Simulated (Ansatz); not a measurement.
# Dielectric response of LiH (110) films

How well do thin rocksalt LiH (110) films screen a perpendicular field?

Method: plane-wave DFT, PBEsol, Ansatz PAW, in Ansatz 0.2.0.

**1. Set-up**

The cell holds 10 atoms: 5 Li and 5 H. Its edges and angles: a = 2.885 Å, b = 4.080 Å, c = 23.770 Å, α = 90.0°, β = 90.0°, γ = 90.0°. It derives from LiH (rocksalt LiH). Vacuum lies along c.

**2. Relaxing the film, 10 atoms, units 5**

The structure is relaxed first, because levels and dipoles at a surface follow the positions of the outer atoms.

The input, input.yaml:

```yaml
crystal:
  lattice:
    - [2.88499567, 0.0, 0.0]
    - [0.0, 4.08, 0.0]
    - [0.0, 0.0, 23.7699913345]
  atoms:
    - { symbol: Li, position: [0.5, 0.5, 0.3786286614] }
    - { symbol: H, position: [0.5, 0.0, 0.3786286614] }
    - { symbol: Li, position: [0.0, 0.0, 0.4393143307] }
    - { symbol: H, position: [0.0, 0.5, 0.4393143307] }
    - { symbol: Li, position: [0.5, 0.5, 0.5] }
    - { symbol: H, position: [0.5, 0.0, 0.5] }
    - { symbol: Li, position: [0.0, 0.0, 0.5606856693] }
    - { symbol: H, position: [0.0, 0.5, 0.5606856693] }
    - { symbol: Li, position: [0.5, 0.5, 0.6213713386] }
    - { symbol: H, position: [0.5, 0.0, 0.6213713386] }
kpoints:
  mp_grid: { grid: [10, 6, 1] }
hamiltonian:
  xc: pbesol
scf:
  occupations: { method: fixed }
  convergence: { dr2_threshold: 1.0e-09 }
efield:
  axis: 3
  dipole_correction: true
  ramp_position: 0.97
  ramp_width: 0.06
relax:
  f_tol: 0.003
  max_steps: 100
output:
  write_potential: true
  write_density: true
  volumetric_format: npy
```

The run is started by

```bash
$ ansatz run input.yaml --threads 4 --pin off --max-ram 6144MiB --backend cpu --events-out ev --progress --plain --runs-dir out
```

Numbers of over 12 decimals in the logs are rounded to 6 here.

What it wrote:

```text
Engine: ansatz 0.2.0, aarch64-unknown-linux-gnu
Pseudopotentials: kind: paw
Pseudopotential: Li, paw, valence charge 3, recommended cutoff 420 eV (normal), Li.paw.azcp
Pseudopotential: H, paw, valence charge 1, recommended cutoff 420 eV (normal), H.paw.azcp
Functional definition: PBEsol
  exchange = pbesol_x
  correlation = pbesol_c
Crystal: 10 atoms, lattice volume = 279.791 Å³
Basis set: ecut = 420 eV, 5463 PW (Γ), exchange–correlation on 40×60×320 points (8 copies of the dense FFT grid, shifted against one another)
Bands: 20, of which v1, the nominal top of the filled ones, is band 10 counted from 1 (9 counted from 0)
Symmetry: 4 space group operations
k-points: 24 of 60
Non-local potential: Li, projectors of the file, l = 0: 3, l = 1: 2, l = 2: 1
Non-local potential: H, projectors of the file, l = 0: 2, l = 1: 1
PAW form: soft (Blöchl's): semilocal exchange-correlation on the pseudo side does not see the compensation charge
PAW one-centre angular grid: Li, 110 points (default); XC on 64 Gauss nodes
PAW one-centre angular grid: H, 110 points (default); XC on 64 Gauss nodes
Initial density: superposition of atomic densities (neutral atoms: chi_scale 0, normalization atom), corrected by the library's trained network
Initial wavefunctions: pseudopotential atomic-orbital guess
Functional: x = pbesol(κ = 0.804, μ = 0.123457), c = pbesol(β = 0.046)
SCF iter   1: F=—  HF=-1096.207110 eV  |F-HF|=—  |Δ(HF+E_count)|=         —  Δρ=4.20e-3  dr2=6.89e-2  ethr=1.77e-3  p=0.000 e·Å  D=1.40e-14 V/Å  ΔV_dip=-0.00 eV  dr2_dipole=5.11e-12  V_vac-E_F(+/−)=3.78/3.78 eV  ⟨swp⟩=4.7  Hψ=2170  notcnv=0  defer=160
efield: sawtooth ramp at fractional position 0.9700 (set: `efield.ramp_position`, or a place that a band, a saddle search or an elastic batch's reference lends), width 0.0600; the density the first Hamiltonian is built on has a dipole p = 0.000 e·Å; the dipole correction subtracts the counter field D = 1.40e-14 V/Å, which shifts the + side's vacuum level by -0.00 eV against the − side's; the planar-averaged density in the ramp window peaks in size at 4.4e-6 e/Å³
preconditioner: auto → Resta (q_TF=auto, 1.758 Å⁻¹)  ε∞=1.8  [insulator: Δε(μ)=2.601 eV  Ē_g=7.706 eV  n_scr=26 (ndim 8)  ℏωp=7.0 eV  f_vac=0.615  ε∞_Penn≈1.8  vacuum switching on, ρ_ref=4.3e-3 e/Å³]
SCF iter   2: F=—  HF=-1096.189532 eV  |F-HF|=—  |Δ(HF+E_count)|=   1.76e-2  Δρ=1.60e-3  dr2=6.08e-3  ethr=3.45e-4  p=0.000 e·Å  D=7.84e-7 V/Å  ΔV_dip=-0.00 eV  dr2_dipole=2.15e-11  V_vac-E_F(+/−)=3.95/3.95 eV  ⟨swp⟩=2.1  Hψ=741  notcnv=0  defer=188
density mixer auto → msr1: gapped (density of states about μ 0.01 of a free-electron gas's, 26 screened modes)
SCF iter   3: F=—  HF=-1096.189343 eV  |F-HF|=—  |Δ(HF+E_count)|=   1.89e-4  Δρ=2.40e-4  dr2=2.35e-4  ethr=3.04e-5  p=-0.000 e·Å  D=-1.56e-6 V/Å  ΔV_dip=0.00 eV  dr2_dipole=4.41e-11  V_vac-E_F(+/−)=3.93/3.93 eV  ⟨swp⟩=2.2  Hψ=601  notcnv=0  defer=192
SCF iter   4: F=—  HF=-1096.189526 eV  |F-HF|=—  |Δ(HF+E_count)|=   1.83e-4  Δρ=6.41e-5  dr2=1.91e-5  ethr=1.18e-6  p=0.000 e·Å  D=1.47e-6 V/Å  ΔV_dip=-0.00 eV  dr2_dipole=2.67e-11  V_vac-E_F(+/−)=3.91/3.91 eV  ⟨swp⟩=2.4  Hψ=600  notcnv=0  defer=192
SCF iter   5: F=—  HF=-1096.189556 eV  |F-HF|=—  |Δ(HF+E_count)|=   2.94e-5  Δρ=1.00e-5  dr2=2.54e-7  ethr=9.56e-8  p=-0.000 e·Å  D=-3.40e-6 V/Å  ΔV_dip=0.00 eV  dr2_dipole=1.61e-10  V_vac-E_F(+/−)=3.90/3.90 eV  ⟨swp⟩=2.0  Hψ=564  notcnv=0  defer=183
SCF iter   6: F=—  HF=-1096.189561 eV  |F-HF|=—  |Δ(HF+E_count)|=   5.29e-6  Δρ=1.72e-6  dr2=1.02e-8  ethr=1.27e-9  p=0.000 e·Å  D=3.06e-6 V/Å  ΔV_dip=-0.00 eV  dr2_dipole=1.29e-10  V_vac-E_F(+/−)=3.90/3.90 eV  ⟨swp⟩=2.0  Hψ=596  notcnv=0  defer=142
SCF iter   7: F=—  HF=-1096.189561 eV  |F-HF|=—  |Δ(HF+E_count)|=   4.44e-8  Δρ=4.37e-7  dr2=1.52e-9  ethr=5.00e-12  p=-0.000 e·Å  D=-5.47e-6 V/Å  ΔV_dip=0.00 eV  dr2_dipole=4.16e-10  V_vac-E_F(+/−)=3.90/3.90 eV  ⟨swp⟩=8.0  Hψ=1850  notcnv=0
SCF iter   8: F=-1096.189561 eV  HF=-1096.189561 eV  |F-HF|=6.30e-10  |Δ(HF+E_count)|=  5.57e-10  Δρ=1.79e-7  dr2=1.35e-10  ethr=5.00e-12  p=0.000 e·Å  D=1.13e-6 V/Å  ΔV_dip=-0.00 eV  dr2_dipole=1.77e-11  V_vac-E_F(+/−)=3.90/3.90 eV  ⟨swp⟩=7.2  Hψ=1679  notcnv=0
SCF 1 converged in 8 iterations: F = -1096.189561 eV  dr2 = 1.35e-10
  greatest PAW one-centre occupation: 1.000 electrons in one spin orbital (limit 2), on the Li atom at site 6 (counted from 0), in its partial waves of l = 0
relax step   1: F+E_penalty+E_count = -1096.18956093 eV  Δ(F+E_penalty+E_count) = +0.000e0 eV  max|allowed force component| = 5.008e-1 eV/Å  Δτ_max = 0.0000 Å  (8 SCF iters, accepted)
Initial density: handed on by an earlier stage of this run
Initial wavefunctions: those handed on with the density
iter 1 solved again at ethr=1.98e-4 eV; its pass at ethr=3.10e-3 eV (dr2=3.95e-2 eV) is discarded
SCF iter   1: F=—  HF=-1096.296219 eV  |F-HF|=—  |Δ(HF+E_count)|=         —  Δρ=3.12e-3  dr2=4.19e-2  ethr=1.98e-4  p=0.000 e·Å  D=1.13e-6 V/Å  ΔV_dip=-0.00 eV  dr2_dipole=4.97e-11  V_vac-E_F(+/−)=3.92/3.92 eV  ⟨swp⟩=1.1  Hψ=2266  notcnv=0  defer=163
efield: sawtooth ramp at fractional position 0.9700 (set: `efield.ramp_position`, or a place that a band, a saddle search or an elastic batch's reference lends), width 0.0600; the density the first Hamiltonian is built on has a dipole p = 0.000 e·Å; the dipole correction subtracts the counter field D = 1.13e-6 V/Å, which shifts the + side's vacuum level by -0.00 eV against the − side's; the planar-averaged density in the ramp window peaks in size at 2.6e-6 e/Å³
preconditioner: auto → Resta (q_TF=auto, 1.758 Å⁻¹)  ε∞=1.7  [insulator: Δε(μ)=2.784 eV  Ē_g=8.183 eV  n_scr=26 (ndim 8)  ℏωp=7.0 eV  f_vac=0.630  ε∞_Penn≈1.7  vacuum switching on, ρ_ref=4.9e-3 e/Å³]
SCF iter   2: F=—  HF=-1096.294390 eV  |F-HF|=—  |Δ(HF+E_count)|=   1.83e-3  Δρ=1.39e-3  dr2=7.06e-3  ethr=1.98e-4  p=-0.000 e·Å  D=-1.21e-6 V/Å  ΔV_dip=0.00 eV  dr2_dipole=1.25e-12  V_vac-E_F(+/−)=4.12/4.12 eV  ⟨swp⟩=2.1  Hψ=547  notcnv=0  defer=188  κ⁻¹=1.0e0(r=1)
density mixer auto → broyden: gapped, where msr1 would fit the directions that read negative (density of states about μ 0.01 of a free-electron gas's, 26 screened modes)
SCF iter   3: F=—  HF=-1096.299806 eV  |F-HF|=—  |Δ(HF+E_count)|=   5.42e-3  Δρ=4.18e-4  dr2=8.80e-4  ethr=3.53e-5  p=-0.000 e·Å  D=-7.00e-7 V/Å  ΔV_dip=0.00 eV  dr2_dipole=1.80e-12  V_vac-E_F(+/−)=4.25/4.25 eV  ⟨swp⟩=2.9  Hψ=576  notcnv=0  defer=192  κ⁻¹=5.6e-2(r=2)
[...]
SCF iter   6: F=—  HF=-1096.315735 eV  |F-HF|=—  |Δ(HF+E_count)|=   6.63e-6  Δρ=7.85e-6  dr2=1.12e-7  ethr=9.09e-9  p=0.000 e·Å  D=5.32e-7 V/Å  ΔV_dip=-0.00 eV  dr2_dipole=4.56e-14  V_vac-E_F(+/−)=3.96/3.96 eV  ⟨swp⟩=2.0  Hψ=581  notcnv=0  defer=121  κ⁻¹=7.7e-7(r=5)
SCF iter   7: F=—  HF=-1096.315735 eV  |F-HF|=—  |Δ(HF+E_count)|=   2.77e-7  Δρ=1.74e-6  dr2=1.08e-8  ethr=5.62e-10  p=0.000 e·Å  D=6.46e-7 V/Å  ΔV_dip=-0.00 eV  dr2_dipole=7.06e-14  V_vac-E_F(+/−)=3.96/3.96 eV  ⟨swp⟩=2.0  Hψ=516  notcnv=0  defer=133  κ⁻¹=5.1e-9(r=6)
SCF iter   8: F=-1096.315735 eV  HF=-1096.315735 eV  |F-HF|=1.51e-10  |Δ(HF+E_count)|=   3.55e-9  Δρ=3.25e-7  dr2=3.93e-10  ethr=5.00e-12  p=0.000 e·Å  D=5.18e-7 V/Å  ΔV_dip=-0.00 eV  dr2_dipole=9.08e-14  V_vac-E_F(+/−)=3.96/3.96 eV  ⟨swp⟩=5.5  Hψ=1938  notcnv=0
SCF 3 converged in 8 iterations: F = -1096.315735 eV  dr2 = 3.93e-10
relax step   3: F+E_penalty+E_count = -1096.31573535 eV  Δ(F+E_penalty+E_count) = -1.505e-2 eV  max|allowed force component| = 1.250e-1 eV/Å  Δτ_max = 0.1611 Å  (8 SCF iters, accepted)
[...]
relax step   4: F+E_penalty+E_count = -1096.32174979 eV  Δ(F+E_penalty+E_count) = -6.014e-3 eV  max|allowed force component| = 1.184e-2 eV/Å  Δτ_max = 0.0498 Å  (7 SCF iters, accepted)
SCF iter   1: F=—  HF=-1096.321841 eV  |F-HF|=—  |Δ(HF+E_count)|=         —  Δρ=1.36e-4  dr2=8.04e-5  ethr=5.22e-6  p=0.000 e·Å  D=1.23e-7 V/Å  ΔV_dip=-0.00 eV  dr2_dipole=3.08e-13  V_vac-E_F(+/−)=4.08/4.08 eV  ⟨swp⟩=2.0  Hψ=981  notcnv=0  defer=190
efield: sawtooth ramp at fractional position 0.9700 (set: `efield.ramp_position`, or a place that a band, a saddle search or an elastic batch's reference lends), width 0.0600; the density the first Hamiltonian is built on has a dipole p = 0.000 e·Å; the dipole correction subtracts the counter field D = 1.23e-7 V/Å, which shifts the + side's vacuum level by -0.00 eV against the − side's; the planar-averaged density in the ramp window peaks in size at 3.9e-6 e/Å³
preconditioner: auto → Resta (q_TF=auto, 1.758 Å⁻¹)  ε∞=1.7  [insulator: Δε(μ)=2.750 eV  Ē_g=8.132 eV  n_scr=26 (ndim 8)  ℏωp=7.0 eV  f_vac=0.626  ε∞_Penn≈1.7  vacuum switching on, ρ_ref=4.8e-3 e/Å³]
SCF iter   2: F=—  HF=-1096.321820 eV  |F-HF|=—  |Δ(HF+E_count)|=   2.15e-5  Δρ=5.61e-5  dr2=1.14e-5  ethr=4.02e-7  p=-0.000 e·Å  D=-6.28e-8 V/Å  ΔV_dip=0.00 eV  dr2_dipole=1.70e-15  V_vac-E_F(+/−)=4.09/4.09 eV  ⟨swp⟩=1.1  Hψ=679  notcnv=0  defer=88  κ⁻¹=1.0e0(r=1)
density mixer auto → broyden: gapped, where msr1 would fit the directions that read negative (density of states about μ 0.01 of a free-electron gas's, 26 screened modes)
SCF iter   3: F=—  HF=-1096.321815 eV  |F-HF|=—  |Δ(HF+E_count)|=   4.30e-6  Δρ=7.44e-6  dr2=8.82e-8  ethr=5.69e-8  p=-0.000 e·Å  D=-3.87e-8 V/Å  ΔV_dip=0.00 eV  dr2_dipole=5.64e-15  V_vac-E_F(+/−)=4.09/4.09 eV  ⟨swp⟩=2.0  Hψ=514  notcnv=0  defer=95  κ⁻¹=1.5e-2(r=2)
SCF iter   4: F=—  HF=-1096.321820 eV  |F-HF|=—  |Δ(HF+E_count)|=   4.79e-6  Δρ=2.82e-6  dr2=1.33e-8  ethr=4.41e-10  p=-0.000 e·Å  D=-6.91e-8 V/Å  ΔV_dip=0.00 eV  dr2_dipole=1.55e-14  V_vac-E_F(+/−)=4.09/4.09 eV  ⟨swp⟩=2.1  Hψ=501  notcnv=0  defer=78  κ⁻¹=4.3e-4(r=3)
SCF iter   5: F=-1096.321820 eV  HF=-1096.321820 eV  |F-HF|=1.34e-9  |Δ(HF+E_count)|=   1.70e-8  Δρ=3.80e-7  dr2=5.75e-10  ethr=5.00e-12  p=-0.000 e·Å  D=-2.86e-9 V/Å  ΔV_dip=0.00 eV  dr2_dipole=1.60e-14  V_vac-E_F(+/−)=4.09/4.09 eV  ⟨swp⟩=5.8  Hψ=1964  notcnv=0
SCF 5 converged in 5 iterations: F = -1096.321820 eV  dr2 = 5.75e-10
relax step   5: F+E_penalty+E_count = -1096.32182029 eV  Δ(F+E_penalty+E_count) = -7.050e-5 eV  max|allowed force component| = 1.071e-3 eV/Å  Δτ_max = 0.0034 Å  (5 SCF iters, accepted)
NSCF: frozen V_eff on 24 k-points
the search or the solves at the SCF's close seem to have found levels that the self-consistency loop had missed (the run counts 1). By its estimate they hold under 1e-12 electrons; where the run keeps them, the occupations were computed again with them
WARN: The output density's exchange-correlation potential varies sharply where the density is thin. Do not read a vacuum level from v_tot or v_xc, or from such a field of the output density. On a cell that repeats whose density bears no net charge and no dipole along the vacuum's axis use v_es (v_loc + v_h of the components); under efield.dipole_correction with no amplitude use v_es + v_field, which holds any externa [...]
SCF converged after 5 iterations
Stability not checked: this state was not tested for a lower state beside it, because the mixer in use, unlike msr1, does not test its closes by its own steps (another_mixer; see scf.mixing.algorithm and scf.lower_state_search)
Free energy (F): -1096.321820 eV
Harris-Foulkes:  -1096.321820 eV  (|F-HF|=1.34e-9)
Internal energy: -1096.321820 eV  (E = F + TS)
E sigma→0 (E₀):  -1096.321820 eV
Fermi energy:    -2.559180 eV
Dipole field:    D = -0.000000 V/Å  (p = -0.000000 e·Å, saw-weighted, corrected)
Work function:   Φ+ = 4.0932 eV   Φ− = 4.0932 eV
Levels:          The Fermi level and band energies are counted from a zero that moves with the ramp; work functions are not
--- Per-component energies (eV) ---
  E_band       = -518.462949
  E_kinetic    = 175.457226
  E_local      = -6824.930600  (includes V_loc(G=0)·N_el)
  E_nonlocal   = -158.906261
  E_hartree    = 3238.888977
  E_xc         = -97.269159
  E_vxc        = -126.431972  (∫ρ·V_xc dr)
  E_paw        = -100.281364  (= ΣΔE_a)
  E_vpaw       = -61.423339  (= ΣTr[D̂ρ^β])
  E_aug_tail   = -0.005356  (compensation charges beyond the density's cutoff)
  E_efield     = 0.000000  (sawtooth field / dipole correction)
  E_vefield    = 0.000000  (∫n·V_field dr)
  E_ewald      = 2670.724716
  E_smearing   = -0.000000  (= −TS)
  E_closure    = 0.000000  (closes the sum)
  Σ components = -1096.321820   (vs F -1096.321820, Δ=0.00e0)
--- Forces (eV/Å), atoms counted from 1 ---
  atom   1  Li     0.00000000     0.00000000    -0.00107052
  atom   2  H      0.00000000     0.00000000    -0.00016743
  atom   3  Li     0.00000000     0.00000000    -0.00013055
  atom   4  H      0.00000000     0.00000000     0.00029539
  atom   5  Li     0.00000000     0.00000000     0.00000025
  atom   6  H      0.00000000     0.00000000     0.00000006
  atom   7  Li     0.00000000     0.00000000     0.00013033
  atom   8  H      0.00000000     0.00000000    -0.00029555
  atom   9  Li     0.00000000     0.00000000     0.00107077
  atom  10  H      0.00000000     0.00000000     0.00016747
  max |Σ_I F_I| component: 2.25e-7 eV/Å
--- Band table (eV; the first three rows and the last of 24) ---
  k-point 0: bands = [... 6 lower, -6.9175, -5.0950, -3.8472, -3.1222, 0.2069, 0.7309, 0.7548, 1.5671, ... 6 higher]
  k-point 1: bands = [... 6 lower, -6.7987, -5.0612, -4.1414, -4.0070, 0.3821, 0.5150, 1.6543, 1.9351, ... 6 higher]
  k-point 2: bands = [... 6 lower, -6.4607, -5.4168, -4.9292, -4.8279, 0.4443, 0.5900, 2.3193, 2.6631, ... 6 higher]
  k-point 23: bands = [... 6 lower, -4.9825, -4.4602, -3.7728, -2.7314, 1.6384, 1.8377, 1.8664, 2.0027, ... 6 higher]
--- Relaxed structure (5 steps of the walk, 5 accepted, 0 SCFs on fresh bases) ---
  F+E_penalty+E_count = -1096.32182029 eV   max|allowed force component| = 1.071e-3 eV/Å
  atoms:
    - { symbol: Li, position: [0.5, 0.5, 0.387805] }
    - { symbol: H, position: [0.5, 0.0, 0.383813] }
    - { symbol: Li, position: [0.0, 0.0, 0.437806] }
    - { symbol: H, position: [0.0, 0.5, 0.439698] }
    - { symbol: Li, position: [0.5, 0.5, 0.500000] }
    - { symbol: H, position: [0.5, 0.0, 0.500000] }
    - { symbol: Li, position: [0.0, 0.0, 0.562194] }
    - { symbol: H, position: [0.0, 0.5, 0.560302] }
    - { symbol: Li, position: [0.5, 0.5, 0.612195] }
    - { symbol: H, position: [0.5, 0.0, 0.616187] }
```

Wall time 11 s (4 threads of Arm Neoverse V1, shared host); peak memory 0.5 GiB; 44 s of CPU time.

Relaxation path:

```csv
step,energy less that of the first step (eV),largest force component (eV/Å)
1,0.0000,0.5008
2,-0.1111,0.2230
3,-0.1262,0.1250
4,-0.1322,0.0118
5,-0.1323,0.0011
```

Forces are held to the 4 operations that the run works with; a distortion that breaks them can't arise in this run.

The atoms that moved most (Å):

```
atom     dx     dy      dz  length
 Li9  0.000  0.000  -0.218   0.218
 Li1  0.000  0.000   0.218   0.218
  H2  0.000  0.000   0.123   0.123
 H10  0.000  0.000  -0.123   0.123
 Li7  0.000  0.000   0.036   0.036
 Li3  0.000  0.000  -0.036   0.036
  H4  0.000  0.000   0.009   0.009
  H8  0.000  0.000  -0.009   0.009
```

This step gave:

```yaml
gap_on_the_k_mesh: 2.750 eV
dipole_along_the_normal: -2.27e-7 e·Å
ionisation_energy_upper_face: 4.093 eV
electron_affinity_upper_face: 1.343 eV
```

Running mean over 1.442 Å of the planar mean; the ramp of the sawtooth is left out. The electron's electrostatic potential energy less the highest filled level by z:

```
z (Å)  electron's electrostatic potential energy less the highest filled level (eV)
  3.0                                                                          4.09
  3.5                                                                          4.09
  4.0                                                                          4.09
  4.5                                                                          4.09
  5.0                                                                          4.09
  5.5                                                                          4.09
  6.0                                                                          4.09
  6.5                                                                          4.07
  7.0                                                                          4.03
  7.5                                                                          3.85
  8.0                                                                          3.25
  8.5                                                                          1.38
  9.0                                                                        -0.291
  9.5                                                                         -1.18
 10.0                                                                         -1.35
 10.5                                                                        -0.797
 11.0                                                                        -0.569
 11.5                                                                        -0.546
 12.0                                                                        -0.565
 12.5                                                                        -0.541
 13.0                                                                        -0.639
 13.5                                                                         -1.03
 14.0                                                                         -1.45
 14.5                                                                        -0.799
 15.0                                                                         0.302
 15.5                                                                          2.39
 16.0                                                                          3.62
 16.5                                                                          3.96
 17.0                                                                          4.06
 17.5                                                                          4.08
 18.0                                                                          4.09
 18.5                                                                          4.09
 19.0                                                                          4.09
 19.5                                                                          4.09
 20.0                                                                          4.09
 20.5                                                                          4.09
```

The relaxation took 5 steps and lowered the energy by 0.13 eV; the largest force on the free atoms ends at 0.0011 eV/Å.

The gap is 2.75 eV, with the valence edge 4.09 eV and the conduction edge 1.34 eV under the upper vacuum level.

[end of part 1 of 5]

[Logs are printed without paths, hosts, clocks, repeated set-up lines and the standing remarks that a program may print on its own settings, such as how far it seeks lower states.]

[Hosts, paths, dates, database ids (printed as entryN), source tags and the programs' standing remarks are cut or masked in the printed files.]

[Maps of the electrostatic potential energy from Ansatz leave out the sawtooth potential of an applied field or a dipole correction, so their vacuum need not be flat; planar profiles and work functions include it.]
